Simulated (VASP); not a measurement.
# Tl: single point with revPBE

Tl:

```
CELL_PARAMETERS angstrom
3.31004 0.00000 0.00000
0.00000 3.31004 0.00000
0.00000 0.00000 3.31004
ATOMIC_POSITIONS crystal
Tl 0.00000 0.00000 0.00000
```

The cell was built by a generator and needn't be a form met in nature.

```yaml
Program: VASP 6.6.1
Task: single point
Functional: revPBE
Potentials_or_basis: VASP PAW PBE potentials, release 64 (Tl_d)
Cutoff: 520 eV
k_mesh: 10 × 10 × 10
Occupations: fermi-dirac, width 0.1 eV
Spin: no spin polarisation
```

| Property | Result |
| --- | --- |
| Pressure | -0.1 GPa |
| Band gap on the k mesh | none (metal or under the smearing width) |

Levels at points of the mesh, in eV from the Fermi level:
```tsv
k point	band 4	band 5	band 6	band 7	band 8	band 9
(0.00, 0.00, 0.00)	-11.43	-11.43	-9.11	6.10	6.10	6.10
(0.50, 0.00, 0.00)	-11.64	-11.41	-6.48	-2.66	8.48	8.48
(0.50, 0.50, 0.00)	-11.61	-11.19	-4.09	-0.44	-0.44	4.33
(0.50, 0.50, 0.50)	-11.18	-11.18	-1.67	1.69	1.69	1.69
```

Run time: 9.6 s on 1 thread of AMD EPYC 9R45 96-Core Processor (Zen 5), on a shared host, peak memory 0.14 GiB.

Caveat: the PAW data sets were made with another functional, which shifts forces and pressure a little. The run has no spin-orbit coupling, so splittings on Tl are missing.
